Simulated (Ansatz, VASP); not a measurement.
**SbPd: VASP beside Ansatz**

One calculation is typed for both programs; each brings its own data sets and cutoff. How far apart do they land? The cell is taken from a series of VASP runs on this material, whose earlier steps may have relaxed, scaled or displaced it; both programs get it as it stands.

Main program and level: Ansatz 0.2.0; plane waves, with VASP 6.6.1 beside it; relaxation of cell and atoms at PBEsol.

**1. Starting point**

The structure is hexagonal, space group P6_3/mmc (No. 194). Conventional cell: a = 4.075 Å, b = 4.075 Å, c = 5.591 Å, α = 90.00°, β = 90.00°, γ = 120.00°. Sb has 6 Pd at 2.74 Å nearest. Nearest to Pd lie 6 Sb at 2.74 Å and 2 Pd at 2.80 Å. Farther neighbours are not listed.

Coordinates:

```xyz
4
Lattice="4.0753 0.0000 0.0000 -2.0377 3.5293 0.0000 0.0000 0.0000 5.5910" Properties=species:S:1:pos:R:3 pbc="T T T"
Sb    2.0377    1.1764    4.1932
Sb    0.0000    2.3529    1.3978
Pd    0.0000    0.0000    2.7955
Pd    0.0000    0.0000    0.0000
```

**2. VASP: relaxation of cell and atoms, PBEsol**

The relaxed volume is the usual yardstick between codes: its relative difference is about their pressure difference at one cell divided by the bulk modulus.

Lines of VASP's logs that name or quote its potential files are left out, and so is its time.

INCAR reads:

```
SYSTEM = SbPd
PREC = Accurate
ENCUT = 520
EDIFF = 1E-07
NELM = 100
ISMEAR = 1
SIGMA = 0.15
LREAL = .FALSE.
ALGO = Normal
GGA = PS
NBANDS = 21
LASPH = .TRUE.
LORBIT = 11
LWAVE = .FALSE.
LCHARG = .FALSE.
KPAR = 4
IBRION = 2
NSW = 50
ISIF = 3
EDIFFG = -0.005
```

POSCAR reads:

```
SbPd
1.0
    4.0753000000      0.0000000000      0.0000000000
   -2.0376500000      3.5293133280      0.0000000000
    0.0000000000      0.0000000000      5.5910000000
Sb Pd
2 2
Direct
    0.6666666667      0.3333333333      0.7500000000
    0.3333333333      0.6666666667      0.2500000000
    0.0000000000      0.0000000000      0.5000000000
    0.0000000000      0.0000000000      0.0000000000
```

KPOINTS reads:

```
Automatic mesh
0
Gamma
14 14 10
0 0 0
```

The projector-augmented-wave data sets are Sb and Pd (PBE family, release 64).

Run with:

```bash
$ mpirun -np 4 vasp_std
```

Numbers of over 12 decimals in the logs are rounded to 6 here.

The program printed:

```text
[banner, memory and clock lines left out]
running    4 mpi-ranks, on    1 nodes
 distrk:  each k-point on    1 cores,    4 groups
 distr:  one band on    1 cores,    1 groups

 POSCAR found type information on POSCAR SbPd
 POSCAR found :  2 types and       4 ions
|                                                                             |
|               ----> ADVICE to this user running VASP <----                  |
|                                                                             |
|     You enforced a specific xc type in the INCAR file but a different       |
|     [... a line on the potential file left out ...]
|     I HOPE YOU KNOW WHAT YOU ARE DOING!                                     |
|                                                                             |

 LDA part: xc-table for (Slater+PW92), standard interpolation
 POSCAR, INCAR and KPOINTS ok, starting setup
 FFT: planning ... GRIDC
 FFT: planning ... GRID_SOFT
 FFT: planning ... GRID
 WAVECAR not read
 entering main loop
       N       E                     dE             d eps       ncg     rms          rms(c)
DAV:   1     0.170449140809E+03    0.17045E+03   -0.12615E+04  6048   0.125E+03
DAV:   2    -0.164124629577E+02   -0.18686E+03   -0.17768E+03  6760   0.259E+02
DAV:   3    -0.232818126213E+02   -0.68693E+01   -0.67057E+01  7111   0.529E+01
DAV:   4    -0.233727518795E+02   -0.90939E-01   -0.90716E-01  6841   0.633E+00
DAV:   5    -0.233744886510E+02   -0.17368E-02   -0.17367E-02  7160   0.954E-01    0.104E+01
DAV:   6    -0.230358263264E+02    0.33866E+00   -0.17234E+00  6573   0.123E+01    0.497E+00
DAV:   7    -0.229344201959E+02    0.10141E+00   -0.33206E-01  6333   0.588E+00    0.321E+00
DAV:   8    -0.229011074310E+02    0.33313E-01   -0.10842E-01  6713   0.265E+00    0.285E-01
DAV:   9    -0.229003395918E+02    0.76784E-03   -0.28025E-03  6613   0.375E-01    0.216E-01
DAV:  10    -0.229000955534E+02    0.24404E-03   -0.10370E-03  6618   0.205E-01    0.292E-02
DAV:  11    -0.229000858618E+02    0.96916E-05   -0.80326E-05  6958   0.809E-02    0.192E-02
DAV:  12    -0.229000873602E+02   -0.14984E-05   -0.56878E-06  6668   0.178E-02    0.118E-02
DAV:  13    -0.229000863427E+02    0.10175E-05   -0.69295E-07  6843   0.525E-03    0.249E-03
DAV:  14    -0.229000862373E+02    0.10535E-06   -0.14578E-07  3959   0.357E-03    0.414E-04
DAV:  15    -0.229000862585E+02   -0.21130E-07   -0.21065E-08  3369   0.868E-04
   1 F= -.22900086E+02 E0= -.22900210E+02  d E =-.229001E+02
[...]
2 F= -.22900349E+02 E0= -.22900488E+02  d E =-.262452E-03
[...]
3 F= -.22900375E+02 E0= -.22900512E+02  d E =-.288539E-03
 curvature:  -0.39 expect dE=-0.110E-03 dE for cont linesearch -0.804E-07
 trial: gam= 0.35535 g(F)=  0.635E-47 g(S)=  0.284E-03 ort = 0.126E-04 (trialstep = 0.953E+00)
 search vector abs. value=  0.389E-03
 bond charge predicted
       N       E                     dE             d eps       ncg     rms          rms(c)
DAV:   1    -0.229013104380E+02   -0.93561E-03   -0.33679E-02  6353   0.131E+00    0.174E-01
DAV:   2    -0.229007028992E+02    0.60754E-03   -0.17774E-03  6708   0.409E-01    0.752E-02
DAV:   3    -0.229005606585E+02    0.14224E-03   -0.23985E-04  6726   0.148E-01    0.403E-02
DAV:   4    -0.229005172831E+02    0.43375E-04   -0.13355E-04  6793   0.828E-02    0.133E-02
DAV:   5    -0.229005177851E+02   -0.50194E-06   -0.56239E-06  6555   0.184E-02    0.875E-03
DAV:   6    -0.229005181944E+02   -0.40928E-06   -0.62660E-07  6917   0.560E-03    0.999E-04
DAV:   7    -0.229005182036E+02   -0.92105E-08   -0.32644E-08  3224   0.165E-03
   4 F= -.22900518E+02 E0= -.22900635E+02  d E =-.143406E-03
 trial-energy change:   -0.000143  1 .order   -0.000140   -0.000275   -0.000006
 step:   0.9720(harm=  0.9734)  dis= 0.00000  next Energy=   -22.900518 (dE=-0.143E-03)
 reached required accuracy - stopping structural energy minimisation
```

Parts of OUTCAR (step 2):

```text
ion  position               nearest neighbor table
   1  0.667  0.333  0.750-   3 2.74   4 2.74   3 2.74   4 2.74   3 2.74   4 2.74   2 3.65   2 3.65
                             2 3.65   2 3.65   2 3.65   2 3.65
   2  0.333  0.667  0.250-   3 2.74   4 2.74   3 2.74   4 2.74   3 2.74   4 2.74   1 3.65   1 3.65
                             1 3.65   1 3.65   1 3.65   1 3.65
   3  0.000  0.000  0.500-   1 2.74   2 2.74   2 2.74   1 2.74   1 2.74   2 2.74   4 2.80   4 2.80

  LATTYP: Found a hexagonal cell.
 ALAT       =     4.0753000000
 C/A-ratio  =     1.3719235394

 Subroutine GETGRP returns: Found 24 space group operations
 (whereof 12 operations were pure point group operations)

The static configuration has the point symmetry D_3d.
 The point group associated with its full space group is D_6h.

 Found    144 irreducible k-points:

   k-points           NKPTS =    144   k-points in BZ     NKDIM =    144   number of bands    NBANDS=     21

   dimension x,y,z NGX =    30 NGY =   30 NGZ =   42
   dimension x,y,z NGXF=    60 NGYF=   60 NGZF=   84

   ENCUT  =  520.0 eV  38.22 Ry    6.18 a.u.   7.58  7.58 10.40*2*pi/ulx,y,z

   NELECT =      30.0000    total number of electrons

 k-points in reciprocal lattice and weights: Automatic mesh
   0.00000000  0.00000000  0.00000000       0.001
   0.07142857 -0.00000000  0.00000000       0.003
   0.14285714  0.00000000  0.00000000       0.003
   0.21428571 -0.00000000  0.00000000       0.003
   0.28571429  0.00000000  0.00000000       0.003
   0.35714286  0.00000000  0.00000000       0.003
   0.42857143 -0.00000000  0.00000000       0.003
   0.50000000 -0.00000000  0.00000000       0.002
   0.07142857  0.07142857  0.00000000       0.003
[...]
0.28571429  0.28571429  0.50000000       0.003
   0.35714286  0.28571429  0.50000000       0.003

 average (electrostatic) potential at core
       1 -83.3423       2 -83.3423       3 -71.4485       4 -71.4485

 E-fermi :   9.4549

 k-point     1 :       0.0000    0.0000    0.0000
  band No.  band energies     occupation
    ...
      9       6.0693      2.00000
     10       6.0693      2.00000
     11       7.1208      2.00000
     12       7.1208      2.00000
     13       9.3977      1.59605
     14      10.0199     -0.00000
     15      10.0199     -0.00000
     16      12.1307     -0.00000
     17      12.5152      0.00000
     18      12.6271      0.00000
    ...

 k-point     2 :       0.0714   -0.0000    0.0000
  band No.  band energies     occupation
    ...
      9       6.0207      2.00000
     10       6.0874      2.00000
     11       7.1121      2.00000
     12       7.1213      2.00000
     13       9.3695      1.81121
     14       9.6019     -0.04582
     15       9.8798     -0.00046
     16      11.8689     -0.00000
     17      12.1668     -0.00000
     18      12.6374      0.00000
    ...

 k-point     3 :       0.1429    0.0000    0.0000
  band No.  band energies     occupation
    ...
     11       7.0896      2.00000
     12       7.1228      2.00000
     13       8.7215      2.00000
     14       9.2796      2.06987
     15       9.4989      0.52604
     16      11.2659     -0.00000
     17      12.2109     -0.00000
     18      12.7131      0.00000
     19      13.8119      0.00000
     20      15.3691      0.00000
    ...

  Total        0.0047427      0.0047427     -0.0008254      0.0000000      0.0000000     -0.0000000
  in kB        0.0943526      0.0943526     -0.0164216      0.0000000      0.0000000     -0.0000000
  external PRESSURE =       0.0574279 kB  Pullay stress =       0.0000000 kB

  energy-cutoff  :      520.00
  volume of cell :       80.53
      direct lattice vectors                 reciprocal lattice vectors
     4.083532759  0.000000000 -0.000000000     0.244885999  0.141384998  0.000000000
    -2.041766380  3.536443107  0.000000000    -0.000000000  0.282769995  0.000000000
    -0.000000000 -0.000000000  5.576741504     0.000000000 -0.000000000  0.179316183

 POSITION                                       TOTAL-FORCE (eV/Angst)
 -----------------------------------------------------------------------------------
      2.04177      1.17881      4.18256        -0.000000      0.000000      0.000000
     -0.00000      2.35763      1.39419        -0.000000     -0.000000      0.000000
     -2.04177      3.53644      2.78837         0.000000      0.000000      0.000000
      2.04177      3.53644      0.00000         0.000000      0.000000      0.000000
 -----------------------------------------------------------------------------------
    total drift:                               -0.000000      0.000000     -0.000000

  FREE ENERGIE OF THE ION-ELECTRON SYSTEM (eV)
  ---------------------------------------------------
  free  energy   TOTEN  =       -22.9005182036 eV

  energy  without entropy=      -22.9008680243  energy(sigma->0) =      -22.90063481

 reached required accuracy - stopping structural energy minimisation

 total charge
# of ion       s       p       d       tot
------------------------------------------
    1        1.156   1.164   0.062   2.382
    2        1.156   1.164   0.062   2.382
    3        0.478   0.527   8.611   9.617
    4        0.478   0.527   8.611   9.617
--------------------------------------------------
tot          3.268   3.382  17.347  23.996

[... 3 further parts left out ...]
```

The run keeps the 24 symmetry operations of its start, so it cannot find a distortion of lower symmetry.

**3. Ansatz: relaxation of cell and atoms, PBEsol**

Ansatz runs on its default PAW (the set named soft_2) files.

The same cell, functional, mesh and smearing now go to Ansatz, which takes its cutoff from its data sets.

input.yaml reads:

```yaml
crystal:
  lattice:
    - [4.0753, 0.0, 0.0]
    - [-2.03765, 3.529313328, 0.0]
    - [0.0, 0.0, 5.591]
  atoms:
    - { symbol: Sb, position: [0.6666666667, 0.3333333333, 0.75] }
    - { symbol: Sb, position: [0.3333333333, 0.6666666667, 0.25] }
    - { symbol: Pd, position: [0.0, 0.0, 0.5] }
    - { symbol: Pd, position: [0.0, 0.0, 0.0] }
hamiltonian:
  xc: pbesol
  pseudopotentials: { kind: paw }
kpoints:
  mp_grid: { grid: [14, 14, 10] }
scf:
  occupations: { method: methfessel_paxton, width: 0.15 }
relax:
  f_tol: 0.01
  max_steps: 60
  cell: { stress_tol: 0.05 }
output:
  forces: true
  stress: true
```

Run with:

```bash
$ ansatz run input.yaml --threads 4 --pin off --max-ram 9216MiB --backend cpu --events-out ev --progress --plain --runs-dir out
```

The program printed:

```text
Engine: ansatz 0.2.0, aarch64-unknown-linux-gnu
Pseudopotentials: kind: paw
Pseudopotential: Sb, paw, valence charge 15, recommended cutoff 420 eV (normal), Sb.paw.azcp
Pseudopotential: Pd, paw, valence charge 18, recommended cutoff 420 eV (normal), Pd.paw.azcp
Functional definition: PBEsol
  exchange = pbesol_x
  correlation = pbesol_c
Crystal: 4 atoms, lattice volume = 80.415 Å³
Basis set: ecut = 420 eV, 1579 PW (Γ), exchange–correlation on 60×60×80 points (8 copies of the dense FFT grid, shifted against one another)
Bands: 40, of which v1, the nominal top of the filled ones, is band 33 counted from 1 (32 counted from 0)
Symmetry: 24 space group operations
Space group: P63/mmc (ITA 194), of the structure as read, at distance tolerance 4.3e-5 Å
k-points: 144 of 1960
Non-local potential: Sb, projectors of the file, l = 0: 2, l = 1: 2, l = 2: 2, l = 3: 2
Non-local potential: Pd, projectors of the file, l = 0: 2, l = 1: 2, l = 2: 2, l = 3: 1
PAW form: soft (Blöchl's): semilocal exchange-correlation on the pseudo side does not see the compensation charge
PAW frozen core: Sb, regenerated for the run's functional, and the local potential with it (the file was generated under x = pbe(κ = 0.804, μ = 0.219515), c = pbe(β = 0.066725))
PAW frozen core: Pd, regenerated for the run's functional, and the local potential with it (the file was generated under x = pbe(κ = 0.804, μ = 0.219515), c = pbe(β = 0.066725))
PAW one-centre angular grid: Sb, 590 points (default); XC on 64 Gauss nodes
PAW one-centre angular grid: Pd, 590 points (default); XC on 64 Gauss nodes
Initial density: superposition of atomic densities (neutral atoms: chi_scale 0, normalization atom), corrected by the library's trained network
Initial wavefunctions: pseudopotential atomic-orbital guess
Functional: x = pbesol(κ = 0.804, μ = 0.123457), c = pbesol(β = 0.046)
SCF iter   1: F=—  HF=-26631.301170 eV  |F-HF|=—  |Δ(HF+E_count)|=         —  Δρ=6.61e-3  dr2=3.55e-2  ethr=1.77e-3  ⟨swp⟩=6.6  Hψ=23090  notcnv=0  defer=3
preconditioner: auto → LDOS  [metal: Δε(μ)=0.010 eV  Ē_g=18.491 eV  σ=0.150 eV  W_gap=0.06  n_scr=22 (ndim 8)  ℏωp=29.3 eV  f_vac=0.012  D(μ)=1.83/eV (n_scr^D=8)  β→1.0]
SCF iter   2: F=—  HF=-26631.299771 eV  |F-HF|=—  |Δ(HF+E_count)|=   1.40e-3  S|Δr|=    0.00e0  Δρ=5.44e-3  dr2=2.06e-2  ethr=5.38e-5  ⟨swp⟩=2.0  Hψ=11407  notcnv=0  defer=6
SCF iter   3: F=—  HF=-26631.294050 eV  |F-HF|=—  |Δ(HF+E_count)|=   5.72e-3  S|Δr|=    0.00e0  Δρ=4.92e-4  dr2=1.63e-4  ethr=3.11e-5  ⟨swp⟩=2.2  Hψ=9818  notcnv=0  defer=6
SCF iter   4: F=—  HF=-26631.294033 eV  |F-HF|=—  |Δ(HF+E_count)|=   1.66e-5  S|Δr|=    0.00e0  Δρ=4.67e-5  dr2=9.66e-7  ethr=2.47e-7  ⟨swp⟩=2.1  Hψ=9601  notcnv=0  defer=6
SCF iter   5: F=—  HF=-26631.294040 eV  |F-HF|=—  |Δ(HF+E_count)|=   6.87e-6  S|Δr|=    0.00e0  Δρ=1.05e-5  dr2=5.73e-8  ethr=1.52e-10  ⟨swp⟩=5.0  Hψ=21415  notcnv=0
SCF iter   6: F=-26631.294040 eV  HF=-26631.294040 eV  |F-HF|=1.74e-9  |Δ(HF+E_count)|=   1.63e-8  S|Δr|=    0.00e0  Δρ=1.95e-6  dr2=3.65e-9  ethr=8.69e-11  ⟨swp⟩=2.2  Hψ=20189  notcnv=0
SCF 1 converged in 6 iterations: F = -26631.294040 eV  dr2 = 3.65e-9
  greatest PAW one-centre occupation: 0.999 electrons in one spin orbital (limit 2), on the Pd atom at site 2 (counted from 0), in its partial waves of l = 0
relax step   1: F+E_penalty+E_count = -26631.29403985 eV  Δ(F+E_penalty+E_count) = +0.000e0 eV  max|allowed force component| = 1.295e-16 eV/Å  Δτ_max = 0.0000 Å  P = +0.348 GPa  Ω = 80.415 Å³  (6 SCF iters, dr2 threshold 1.00e-7 eV, accepted)
[...]
relax step   2: F+E_penalty+E_count = -26631.29393256 eV  Δ(F+E_penalty+E_count) = +1.073e-4 eV  max|allowed force component| = 3.701e-17 eV/Å  Δτ_max = 0.0000 Å  P = -0.466 GPa  Ω = 80.958 Å³  energy of the carried Pulay correction = -2.025e-4 eV  (5 SCF iters, dr2 threshold 4.00e-7 eV, accepted)
[...]
relax step   3: F+E_penalty+E_count = -26631.29454677 eV  Δ(F+E_penalty+E_count) = -6.142e-4 eV  max|allowed force component| = 1.087e-16 eV/Å  Δτ_max = 0.0000 Å  P = +0.026 GPa  Ω = 80.627 Å³  energy of the carried Pulay correction = -8.212e-5 eV  (4 SCF iters, dr2 threshold 4.00e-7 eV, accepted)
[...]
relax step   4: F+E_penalty+E_count = -26631.29454700 eV  Δ(F+E_penalty+E_count) = -2.290e-7 eV  max|allowed force component| = 9.252e-17 eV/Å  Δτ_max = 0.0000 Å  P = -0.002 GPa  Ω = 80.646 Å³  energy of the carried Pulay correction = -8.800e-5 eV  (4 SCF iters, dr2 threshold 9.52e-9 eV, accepted)
[...]
relax step   5: F+E_penalty+E_count = -26631.29463117 eV  Δ(F+E_penalty+E_count) = -8.417e-5 eV  max|allowed force component| = 5.551e-17 eV/Å  Δτ_max = 0.0000 Å  P = -0.003 GPa  Ω = 80.646 Å³  stress off target by 9.76e-3 GPa  SCF on the basis re-selected at this cell (its energy is not comparable with the rows above)  (4 SCF iters)
basis re-selected at this cell: Δ(F+E_penalty+E_count) = -8.417e-5 eV, ΔP = -0.001 GPa vs the last step (what re-selecting the basis moved, of the pressure what is left beyond the Pulay correction that the steps carried, after the strain that the cell walked since its last selection, with what the two solves' SCF thresholds leave and, on support functions, any second-order correction that the steps lacked; it is no m [...]
SCF converged after 4 iterations
Stability not checked: this state was not tested for a lower state beside it, because cold or Methfessel-Paxton smearing, or corrected tetrahedra, fill the levels in a way that the test cannot read (fill_not_monotonic; see scf.lower_state_search)
Free energy (F): -26631.294631 eV
Harris-Foulkes:  -26631.294631 eV  (|F-HF|=1.09e-11)
Internal energy: -26631.295053 eV  (E = F + TS)
E sigma→0 (E₀):  -26631.294737 eV
Entropy (-TS):   0.000422 eV (0.106 meV/atom)
Fermi energy:    15.186887 eV
--- Per-component energies (eV) ---
  E_band       = -656.774236
  E_kinetic    = 1447.588399
  E_local      = -7312.179636  (includes V_loc(G=0)·N_el)
  E_nonlocal   = 1169.177505
  E_hartree    = 3155.874433
  E_xc         = -612.707977
  E_vxc        = -618.894538  (∫ρ·V_xc dr)
  E_paw        = -16373.024568  (= ΣΔE_a)
  E_vpaw       = -1654.215315  (= ΣTr[D̂ρ^β])
  E_aug_tail   = 0.000378  (compensation charges beyond the density's cutoff)
  E_ewald      = -8107.292349
  E_core_change = 1.268762  (= ΣΔE_core)
  E_smearing   = 0.000422  (= −TS)
  E_closure    = 0.000000  (closes the sum)
  Σ components = -26631.294631   (vs F -26631.294631, Δ=0.00e0)
--- Forces (eV/Å), atoms counted from 1 ---
  atom   1  Sb     0.00000000     0.00000000    -0.00000000
  atom   2  Sb    -0.00000000    -0.00000000     0.00000000
  atom   3  Pd    -0.00000000     0.00000000     0.00000000
  atom   4  Pd    -0.00000000     0.00000000    -0.00000000
  max |Σ_I F_I| component: 1.85e-17 eV/Å
--- Stress (GPa, compression-positive) ---
        0.000324      -0.000000       0.000000
        0.000000       0.000324      -0.000000
        0.000000       0.000000      -0.009760
  P = ⅓ Tr σ = -0.0030 GPa (-0.030 kbar)
--- Relaxed structure (4 steps of the walk, 4 accepted, 1 SCFs on fresh bases) ---
  F+E_penalty+E_count = -26631.29463117 eV   max|allowed force component| = 5.551e-17 eV/Å   (the final SCF, on the basis selected at the relaxed cell)
  cell:  # Å, volume = 80.6456 Å³
    - [4.085254, 0.0, 0.0]
    - [-2.042627, 3.537934, 0.0]
    - [0.0, 0.0, 5.579711]
  atoms:
    - { symbol: Sb, position: [0.666667, 0.333333, 0.75] }
    - { symbol: Sb, position: [0.333333, 0.666667, 0.250000] }
    - { symbol: Pd, position: [0, 0, 0.500000] }
    - { symbol: Pd, position: [0, 0, 0] }
```

Elapsed: 41 s, on 4 threads of Arm Neoverse N1, shared host; peak memory 0.62 GiB.

**4. Differences**

Known differences besides the potentials themselves: both relaxations stop at a tolerance, which leaves soft axes loose, and VASP keeps its plane-wave basis; the data sets hold 66 valence electrons in Ansatz (default PAW (the set named soft_2) files) and 30 in VASP; the cutoff is 420 eV in Ansatz and 520 eV in VASP; Ansatz makes its cores anew for this functional, VASP keeps those of its PBE data sets; Ansatz adds a Pulay correction to the stress that steers its cell, VASP none. Total energies have different zeros and are not compared.

Both answers:

```tsv
quantity	Ansatz	VASP	difference
volume (Å³)	80.65	80.53	+0.14 %
edge a after relaxation, in the typed setting (Å)	4.085	4.083	+0.04 %
edge c after relaxation, in the typed setting (Å)	5.580	5.577	+0.05 %
```

The walks stopped with 0.00 GPa left in Ansatz and 0.01 GPa in VASP; each walk ends within a tolerance, so the volume difference is uncertain by about these residues over the bulk modulus, most in soft cells.

**5. Summary of results**

* difference in volume (relaxation of cell and atoms, PBEsol): 0.14 %

What this shows: The difference in volume is 0.14 % (relaxation of cell and atoms, PBEsol), within the 1.2 % picked in this series as the mark of a large difference, as far as the stopping tolerances let one tell. Such differences can come from data sets, numerical settings and the points named under the comparisons, not from the functional's error against experiment.

[Lines on the potential files, build, host, timing and source positions are cut from VASP's logs without a mark.]

[Logs are printed without paths, hosts, clocks, repeated set-up lines and the standing remarks that a program may print on its own settings, such as how far it seeks lower states.]

[Hosts, paths, dates, database ids (printed as entryN), source tags and the programs' standing remarks are cut or masked in the printed files.]
